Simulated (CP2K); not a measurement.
CuO:

```
Cu O
1.0
     2.55255    0.00000    0.00000
     0.00000    2.55255    0.00000
     0.00000    0.00000    2.55255
Cu O
1 1
Direct
  0.00000 0.00000 0.00000
  0.50000 0.50000 0.50000
```

Measurements of this composition are mostly on another form, of space group No. 15.

Base run:

```yaml
Program: CP2K 2026.2
Functional: r2SCAN
Dispersion: D3(BJ)
Potentials_or_basis: POTENTIAL_UZH Cu GTH-SCAN-q11, O GTH-SCAN-q6; TZVP-MOLOPT-SCAN-GTH basis
Density_cutoff: 11565 eV
k_mesh: 10 × 10 × 10
Occupations: fermi-dirac, width 0.05 eV
Spin: no spin polarisation
```

Its results: band gap on the k mesh none (metal or under the smearing width); pressure 12.0 GPa.

Task: The run is repeated on the same cell with these changes: dispersion from D3(BJ) to rVV10. What comes out?

Result: Band gap on the k mesh none (metal or under the smearing width); pressure 13.3 GPa.

Caveats: the basis of atomic orbitals isn't converged, which shifts pressures, moduli and gaps; an odd number of electrons without spin polarisation forces a metal; a magnetic or distorted state may lie lower; the run has no spin polarisation, though such a crystal can be magnetic; semilocal functionals often make such compounds metallic where correlation or magnetic order opens a gap, which also shifts bond lengths; pairwise dispersion overbinds metals, which lowers pressure and volume.
